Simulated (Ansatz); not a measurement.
**A computed series for BaSnO3: response to strain**

Take BaSnO3 in the cubic perovskite structure (space group Pm-3m, No. 221; a = 4.122 Å) as the base. Axes: x, y, z lie along the cube axes.

Strains are applied to the cell and any free atomic positions relax; under biaxial strain the out-of-plane vector relaxes too.

Calculations: PBEsol (Ansatz, an electronic-structure program), no spin-orbit coupling.

Notes on the quantities. pressure: mean of the normal stresses, compression positive.

```tsv
case	gap character	pressure	space group	band gap
base	–	0.00 GPa	Pm-3m (No. 221)	0.86 eV
biaxial strain −4.43 %, plane normal [001], relaxed out of plane	indirect, A → Γ	12.11 GPa	P4/mmm (No. 123)	1.62 eV
biaxial strain +1.33 %, plane normal [001], relaxed out of plane	indirect, A → Γ	-2.62 GPa	P4/mmm (No. 123)	0.62 eV
uniaxial strain ε_xx = +1.58 %	indirect, A → Γ	-2.23 GPa	P4/mmm (No. 123)	0.65 eV
uniaxial strain ε_yy = +3.40 %	indirect, A → Γ	-4.42 GPa	P4/mmm (No. 123)	0.44 eV
tensor shear ε_yz = +0.97 %	indirect, T → Γ	0.03 GPa	Cmmm (No. 65)	0.84 eV
```

Stability against distortions was not tested. k-point labels follow each cell's own Brillouin zone.
